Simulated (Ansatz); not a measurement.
# Al9H: the cost of one run

Method: DFT PBE, scalar-relativistic, plane waves, PAW, in Ansatz 0.2.0.

24 further runs of the same task are left out: 24 set aside as unsound or not needed.

### Step 1. Starting point

Symmetry: P1, No. 1, triclinic system. Conventional cell: a = 2.854 Å, b = 9.808 Å, c = 21.790 Å, α = 90.00°, β = 90.00°, γ = 98.37°. Al (site symmetry 1) has 7 Al at 2.85 to 2.87 Å as nearest neighbours. Al (site symmetry 1) is surrounded by 9 Al at 2.85 to 2.97 Å. Around Al (site symmetry 1) lie 9 Al at 2.85 to 2.99 Å. Around Al (site symmetry 1) lie 10 Al at 2.85 to 2.96 Å. Al (site symmetry 1) has 12 Al at 2.83 to 2.93 Å as nearest neighbours. Around Al (site symmetry 1) lie 10 Al at 2.85 to 2.99 Å. Around Al (site symmetry 1) lie 9 Al at 2.83 to 2.96 Å. Around Al (site symmetry 1) lie 1 H at 2.15 Å. Only part of the 10 independent sites is listed.

Structure file:

```
CELL_PARAMETERS angstrom
2.85432 0.00000 0.00000
-1.42716 9.70333 0.00000
0.00000 0.00000 21.79027
ATOMIC_POSITIONS crystal
Al 0.53245 0.06490 0.18357
Al 0.67097 0.34194 0.22928
Al 0.29867 0.59735 0.23842
Al 0.92638 0.85275 0.24756
Al 0.06397 0.12774 0.29371
Al 0.19959 0.40427 0.34526
Al 0.82885 0.65971 0.35245
Al 0.45264 0.91113 0.36076
Al 0.59252 0.18146 0.40340
H 0.46752 0.05646 0.43507
```

This is the geometry of the first run shown, built on a cell relaxed beforehand with the same method.

### Step 2. What is varied

Atoms count from 1 in the order of the input.

H is moved along a line over the surface and along the normal, above a rigid substrate.

First coordinate, position of H10 along the diagonal of the surface cell, from above Al9: 8 values from 0.00 to 8.58 Å, periodic. Second coordinate, height of H10 above the plane of Al9: 8 values from −0.30 to 3.27 Å.

Nothing else is relaxed. Points are written as (first, second).

### Step 3. Point (8.58 Å, 0.69 Å)

The cell repeats along c, and a dipole correction in the vacuum removes the field between the copies.

File input.yaml:

```yaml
crystal:
  lattice:
    - [2.854322333, 0.0, 0.0]
    - [-1.4271611665, 9.7033329366, 0.0]
    - [0.0, 0.0, 21.7902708969]
  atoms:
    - { symbol: Al, position: [0.5324485604, 0.0648971207, 0.183568163] }
    - { symbol: Al, position: [0.6709687938, 0.3419375876, 0.2292758741] }
    - { symbol: Al, position: [0.2986728405, 0.597345681, 0.2384174163] }
    - { symbol: Al, position: [0.9263768872, 0.8527537744, 0.2475589585] }
    - { symbol: Al, position: [0.0639738222, 0.1277383808, 0.293714708] }
    - { symbol: Al, position: [0.199590548, 0.4042696935, 0.3452583266] }
    - { symbol: Al, position: [0.8288544886, 0.6597110299, 0.3524478004] }
    - { symbol: Al, position: [0.4526361687, 0.9111292155, 0.3607640453] }
    - { symbol: Al, position: [0.5925232094, 0.1814597089, 0.4034034702] }
    - { symbol: H, position: [1.4675232094, 1.0564597089, 0.4350689783] }
basis:
  ecutwfc: 420
kpoints:
  mp_grid: { grid: [9, 3, 1] }
hamiltonian:
  xc: pbe
scf:
  occupations: { method: gaussian, width: 0.1 }
output:
  forces: true
  eigenvalues: true
efield:
  axis: 3
  dipole_correction: true
  ramp_width: 0.04
```

Command:

```console
$ ansatz run input.yaml --threads 1 --pin off --max-ram 3072MiB --backend cpu --events-out ev --progress --plain --runs-dir out
```

Q: Estimate wall time and peak memory on 1 thread of Intel Xeon 6975P-C (Granite Rapids), shared host.

About 8.8 s, with a peak of 0.63 GiB.
